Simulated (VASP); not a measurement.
# Y (Fm-3m) in VASP: density of states with PBE

Aim: the density of states of Y with PBE.

Everything below comes from runs of VASP 6.6.1. Logs are shortened: lines on timing, memory, paths and dates and some standing lists are left out, and cuts for length are marked.

### 1 Starting point

It takes space group Fm-3m (No. 225, cubic). The conventional cell has a = 5.063 Å, b = 5.063 Å, c = 5.063 Å, α = 90.00°, β = 90.00°, γ = 90.00°. Around Y (site symmetry m-3m) lie 12 Y at 3.58 Å.

The cell was built by a generator and needn't be a form met in nature.

### 2 Density of states, PBE

POSCAR reads:

```
Y
1.0
    0.0000000000      2.5316467368      2.5316467368
    2.5316467368      0.0000000000      2.5316467368
    2.5316467368      2.5316467368      0.0000000000
Y
1
Direct
    0.0000000000      0.0000000000      0.0000000000
```

INCAR.step1 reads:

```
SYSTEM = Y
PREC     = Accurate       ! precision mode
ENCUT    = 520            ! plane-wave cutoff, eV
EDIFF    = 1E-7           ! SCF threshold, eV
ISMEAR   = 0              ! smearing method
SIGMA    = 0.05           ! smearing width, eV
LREAL    = .False.        ! projectors in reciprocal space
LASPH    = .True.         ! aspherical terms in the spheres
NELM     = 60             ! most SCF steps
ALGO     = Normal         ! electronic algorithm
ISIF     = 2              ! what is computed and relaxed
LWAVE    = .False.        ! write WAVECAR
LCHARG   = .True.         ! write CHGCAR
LMAXMIX  = 4              ! l up to which the mixer works
GGA      = PE             ! functional
NBANDS   = 12             ! bands
```

KPOINTS.step1 reads:

```
Automatic mesh
0
Gamma
  14 14 14
  0 0 0
```

INCAR.step2 reads:

```
SYSTEM = Y
PREC     = Accurate       ! precision mode
ENCUT    = 520            ! plane-wave cutoff, eV
EDIFF    = 1E-7           ! SCF threshold, eV
ISMEAR   = -5             ! smearing method
SIGMA    = 0.05           ! smearing width, eV
LREAL    = .False.        ! projectors in reciprocal space
LASPH    = .True.         ! aspherical terms in the spheres
NELM     = 60             ! most SCF steps
ALGO     = Normal         ! electronic algorithm
ISIF     = 2              ! what is computed and relaxed
LWAVE    = .False.        ! write WAVECAR
LCHARG   = .False.        ! write CHGCAR
LMAXMIX  = 4              ! l up to which the mixer works
GGA      = PE             ! functional
LORBIT   = 10             ! projections on sites
NEDOS    = 1001           ! points of the DOS
ICHARG   = 11             ! starting density
```

KPOINTS.step2 reads:

```
Automatic mesh
0
Gamma
  21 21 21
  0 0 0
```

Potentials or basis: VASP PAW PBE potentials, release 64 (Y_sv).

Started as:

```sh
$ cat potpaw_PBE.64/Y_sv/POTCAR > POTCAR
$ cp INCAR.step1 INCAR
$ cp KPOINTS.step1 KPOINTS
$ mpirun -np 1 vasp_std > vasp.out
$ cp INCAR.step2 INCAR
$ cp KPOINTS.step2 KPOINTS
$ mpirun -np 1 vasp_std > vasp.out
```

OUTCAR:

```text
SYSTEM = Y
   PREC = Accurate
   ENCUT = 520
   EDIFF = 1E-7
   ISMEAR = -5
   LREAL = .False.
   LASPH = .True.
   NELM = 60
   ISIF = 2
   GGA = PE
   LORBIT = 10
   ICHARG = 11

 ion  position               nearest neighbor table
   1  0.000  0.000  0.000-

  LATTYP: Found a face centered cubic cell.
 ALAT       =     5.0632934736

  Lattice vectors:

 A1 = (   0.0000000000,   2.5316467368,   2.5316467368)
 A2 = (   2.5316467368,   0.0000000000,   2.5316467368)
 A3 = (   2.5316467368,   2.5316467368,   0.0000000000)

Analysis of symmetry for initial positions (statically):
=====================================================================
 Subroutine PRICEL returns:
 Original cell was already a primitive cell.

 Routine SETGRP: Setting up the symmetry group for a
 face centered cubic supercell.

 Subroutine GETGRP returns: Found 48 space group operations
 (whereof 48 operations were pure point group operations)
 out of a pool of 48 trial point group operations.

The static configuration has the point symmetry O_h .

Analysis of symmetry for dynamics (positions and initial velocities):
=====================================================================
 Subroutine PRICEL returns:
 Original cell was already a primitive cell.

 Routine SETGRP: Setting up the symmetry group for a
 face centered cubic supercell.

 Subroutine GETGRP returns: Found 48 space group operations
 (whereof 48 operations were pure point group operations)
 out of a pool of 48 trial point group operations.

The dynamic configuration has the point symmetry O_h .

 Subroutine INISYM returns: Found 48 space group operations
 (whereof 48 operations are pure point group operations),
 and found     1 'primitive' translations

----------------------------------------------------------------------------------------

                                     Primitive cell

  volume of cell :      32.4518

  direct lattice vectors                    reciprocal lattice vectors
     0.000000000  2.531646737  2.531646737    -0.197499909  0.197499909  0.197499909
     2.531646737  0.000000000  2.531646737     0.197499909 -0.197499909  0.197499909
     2.531646737  2.531646737  0.000000000     0.197499909  0.197499909 -0.197499909

  length of vectors
     3.580289150  3.580289150  3.580289150     0.342079877  0.342079877  0.342079877

  position of ions in fractional coordinates (direct lattice)
     0.000000000  0.000000000  0.000000000

  ion indices of the primitive-cell ions
   primitive index   ion index
                 1           1

----------------------------------------------------------------------------------------

 KPOINTS: Automatic mesh

Automatic generation of k-mesh.
 Grid dimensions read from file:
 generate k-points for:   21   21   21

 Generating k-lattice:

  Cartesian coordinates                     Fractional coordinates (reciprocal lattice)
    -0.009404758  0.009404758  0.009404758     0.047619048  0.000000000  0.000000000
     0.009404758 -0.009404758  0.009404758     0.000000000  0.047619048  0.000000000
     0.009404758  0.009404758 -0.009404758     0.000000000  0.000000000  0.047619048

  Length of vectors
     0.016289518  0.016289518  0.016289518

  Shift w.r.t. Gamma in fractional coordinates (k-lattice)
     0.000000000  0.000000000  0.000000000

 TETIRR: Found   1276 inequivalent tetrahedra from    55566

 Subroutine IBZKPT returns following result:
 ===========================================

 Found    286 irreducible k-points:

 Following reciprocal coordinates:
            Coordinates               Weight
  0.000000  0.000000  0.000000      1.000000
  0.047619  0.000000  0.000000      8.000000
  0.095238  0.000000  0.000000      8.000000
  0.142857  0.000000  0.000000      8.000000
  0.190476  0.000000  0.000000      8.000000
  0.238095  0.000000  0.000000      8.000000
[... 16 lines left out ...]
 -0.428571  0.047619  0.000000     24.000000
 -0.380952  0.047619  0.000000     24.000000
 [... further k-points ...]
   k-points           NKPTS =    286   k-points in BZ     NKDIM =    286   number of bands    NBANDS=      9
   number of dos      NEDOS =   1001   number of ions     NIONS =      1
   total plane-waves  NPLWV =  21952
   dimension x,y,z NGX =    28 NGY =   28 NGZ =   28
   dimension x,y,z NGXF=    56 NGYF=   56 NGZF=   56
   ions per type =               1
   NGX,Y,Z   is equivalent  to a cutoff of  13.00, 13.00, 13.00 a.u.
   NGXF,Y,Z  is equivalent  to a cutoff of  26.00, 26.00, 26.00 a.u.
 SYSTEM =  Y
   PREC   = accura    normal or accurate (medium, high low for compatibility)
   ISTART =      0    job   : 0-new  1-cont  2-samecut
   ICHARG =     11    charge: 1-file 2-atom 10-const
   ISPIN  =      1    spin polarized calculation?
   LNONCOLLINEAR =      F non collinear calculations
   LSORBIT =      F    spin-orbit coupling
   LASPH  =      T    aspherical Exc in radial PAW
   ENCUT  =  520.0 eV  38.22 Ry    6.18 a.u.   6.66  6.66  6.66*2*pi/ulx,y,z
   NELM   =     60;   NELMIN=  2; NELMDL=  0     # of ELM steps
   EDIFF  = 0.1E-06   stopping-criterion for ELM
   LREAL  =      F    real-space projection
   EDIFFG = 0.1E-05   stopping-criterion for IOM
   NSW    =      0    number of steps for IOM
   IBRION =     -1    ionic relax: 0-MD 1-quasi-New 2-CG
   NFREE  =      0    steps in history (QN), initial steepest desc. (CG)
   ISIF   =      2    stress and relaxation
   ISYM   =      2    0-nonsym 1-usesym 2-fastsym
   POTIM  = 0.5000    time-step for ionic-motion
   TEBEG  =    0.0;   TEEND  =   0.0 temperature during run
   PSTRESS=    0.0 pullay stress
   NELECT =      11.0000    total number of electrons
   NUPDOWN=      -1.0000    fix difference up-down
   EMIN   =  10.00;   EMAX   =-10.00  energy-range for DOS
   EFERMI =   0.00;   METHOD = LEGACY
   ISMEAR =    -5;   SIGMA  =   0.05  broadening in eV -4-tet -1-fermi 0-gaus
   EFERMI_NEDOS =   21; number of points for ismear=-14 and -15
   IALGO  =     38    algorithm
   IMIX   =      4    mixing-type and parameters
     AMIX     =   0.40;   BMIX     =  1.00
     AMIX_MAG =   1.60;   BMIX_MAG =  1.00
  volume/ion in A,a.u.               =      32.45       219.00
  Fermi-wavevector in a.u.,A,eV,Ry     =   1.141456  2.157040 17.727337  1.302922
  Thomas-Fermi vector in A             =   2.278156
   LORBIT       =     10    0 simple, 1 ext, 2 COOP (PROOUT), +10 PAW based schemes
   GGA     = PE    functional components
   LHFCALC =     F    Hartree Fock is set to
   AEXX    =    0.0000 exact exchange contribution
   IVDW    =     0    specifies the selected vdW correction
   LEPSILON=     F    determine dielectric tensor
   LRPA    =     F    only Hartree local field effects (RPA)
 non-spin polarized calculation
 Fermi weights with tetrahedron method with Bloechl corrections
  energy-cutoff  :      520.00
  volume of cell :       32.45
 maximum number of plane-waves:       897

 number of electron      11.0000000 magnetization

 Free energy of the ion-electron system (eV)
  ---------------------------------------------------
  ext. energy  EPLUGINS =         0.00000000
  ---------------------------------------------------
  free energy    TOTEN  =        -6.40724070 eV

  energy without entropy =       -6.40724070  energy(sigma->0) =       -6.40724070

 E-fermi :   3.1086     XC(G=0):  -9.4707

 val. band max:        3.1221041240   @ k =  -0.2381   0.3333   0.1429
 cond. band min:       3.1129369065   @ k =   0.3810   0.2381   0.0476
 fundamental gap:     -0.0091672174
 Fermi energy:         3.1085736704

 k-point     1 :       0.0000    0.0000    0.0000
  band No.  band energies     occupation
      1     -39.5632      2.00000
      2     -19.2589      2.00000
      3     -19.2589      2.00000
      4     -19.2589      2.00000
      5      -1.6493      2.00000
      6       4.9019      0.00000
      7       4.9019      0.00000
      8       4.9019      0.00000
      9       6.9145      0.00000

 k-point     2 :       0.0476    0.0000    0.0000
  band No.  band energies     occupation
      1     -39.5617      2.00000
      2     -19.2723      2.00000
      3     -19.2605      2.00000
      4     -19.2605      2.00000
      5      -1.5921      2.00000
      6       4.8355      0.00000
      7       4.9294      0.00000
      8       4.9294      0.00000
      9       6.8827      0.00000

 k-point     3 :       0.0952    0.0000    0.0000
  band No.  band energies     occupation
      1     -39.5575      2.00000
      2     -19.3111      2.00000
      3     -19.2654      2.00000
      4     -19.2654      2.00000
      5      -1.4238      2.00000
      6       4.6550      0.00000
      7       5.0045      0.00000
      8       5.0045      0.00000
      9       6.8033      0.00000

 k-point     4 :       0.1429    0.0000    0.0000
  band No.  band energies     occupation
      1     -39.5509      2.00000
      2     -19.3714      2.00000
      3     -19.2731      2.00000
      4     -19.2731      2.00000
      5      -1.1540      2.00000
      6       4.4050      0.00000
      7       5.1008      0.00000
      8       5.1008      0.00000
      9       6.7230      0.00000
[... 205 lines left out ...]
 k-point    22 :      -0.4762    0.0476    0.0000
  band No.  band energies     occupation
      1     -39.4967      2.00000
      2     -19.8256      2.00000
      3     -19.3433      2.00000
      4     -19.3358      2.00000
      5       1.1830      2.00000
      6       3.6777      0.00000
      7       4.6859      0.00000
      8       4.7784      0.00000
      9       8.4224      0.00000

 k-point    23 :      -0.4286    0.0476    0.0000
  band No.  band energies     occupation
      1     -39.4986      2.00000
      2     -19.8098      2.00000
      3     -19.3433      2.00000
      4     -19.3313      2.00000
      5       1.1148      2.00000
      6       3.6364      0.00000
      7       4.7104      0.00000
      8       4.8024      0.00000
      9       8.1145      0.00000

 k-point    24 :      -0.3810    0.0476    0.0000
  band No.  band energies     occupation
      1     -39.5033      2.00000
      2     -19.7716      2.00000
      3     -19.3399      2.00000
      4     -19.3240      2.00000
      5       0.9334      2.00000
      6       3.5714      0.00000
      7       4.7720      0.00000
      8       4.8693      0.00000
      9       7.8325      0.00000

 [... further k-points ...]

------------------------ aborting loop because EDIFF is reached ----------------------------------------

  FORCE on cell =-STRESS in cart. coord.  units (eV):
  Direction    XX          YY          ZZ          XY          YZ          ZX
  --------------------------------------------------------------------------------------
  -------------------------------------------------------------------------------------
  Total       -0.0207655     -0.0207655     -0.0207655     -0.0000000      0.0000000      0.0000000
  in kB       -1.0252129     -1.0252129     -1.0252129     -0.0000000      0.0000000      0.0000000
  external PRESSURE =      -1.0252129 kB  Pullay stress =       0.0000000 kB

 VOLUME and BASIS-vectors are now :
 -----------------------------------------------------------------------------
  energy-cutoff  :      520.00
  volume of cell :       32.45
      direct lattice vectors                 reciprocal lattice vectors
     0.000000000  2.531646737  2.531646737    -0.197499909  0.197499909  0.197499909
     2.531646737  0.000000000  2.531646737     0.197499909 -0.197499909  0.197499909
     2.531646737  2.531646737  0.000000000     0.197499909  0.197499909 -0.197499909

 POSITION                                       TOTAL-FORCE (eV/Angst)
 -----------------------------------------------------------------------------------
      0.00000      0.00000      0.00000         0.000000      0.000000      0.000000
 -----------------------------------------------------------------------------------
    total drift:                               -0.000000     -0.000000      0.000000

  FREE ENERGIE OF THE ION-ELECTRON SYSTEM (eV)
  ---------------------------------------------------
  free  energy   TOTEN  =        -6.4072407004 eV

  energy  without entropy=       -6.4072407004  energy(sigma->0) =       -6.40724070

 total charge

# of ion       s       p       d       f       tot
--------------------------------------------------
    1        2.282   6.203   0.952   0.006   9.443
```

Wall time 2.2 min (1 thread of AMD EPYC 7R43 (Zen 3), shared host); peak memory 0.21 GiB.

What came out:

* Valence electrons inside the program's atomic spheres: Y 9.44

Levels at points of the mesh, in eV from the Fermi level:
```tsv
k point	band 3	band 4	band 5	band 6	band 7	band 8
(0.00, 0.00, 0.00)	-22.37	-22.37	-4.76	1.79	1.79	1.79
```

States per cell in windows of 1 eV (zero at the Fermi level; states under -8 eV left out):
```tsv
from (eV)	total	Y1_d	Y1_p	Y1_s	Y1_f
-8.0	0.00	0.00	0.00	0.00	0.00
-7.0	0.00	0.00	0.00	0.00	0.00
-6.0	0.00	0.00	0.00	0.00	0.00
-5.0	0.06	0.00	0.00	0.02	0.00
-4.0	0.19	0.00	0.02	0.05	0.00
-3.0	0.40	0.04	0.05	0.08	0.00
-2.0	0.98	0.28	0.10	0.11	0.00
-1.0	1.41	0.64	0.17	0.03	0.00
0.0	1.80	0.83	0.33	0.01	0.01
1.0	1.21	0.70	0.14	0.01	0.01
2.0	1.46	1.04	0.05	0.01	0.01
3.0	1.04	0.76	0.06	0.01	0.02
4.0	0.99	0.78	0.06	0.01	0.02
5.0	0.48	0.41	0.02	0.00	0.01
6.0	0.00	0.00	0.00	0.00	0.00
7.0	0.00	0.00	0.00	0.00	0.00
```

Caveat: tetrahedron occupations give inexact forces and stress in metals.
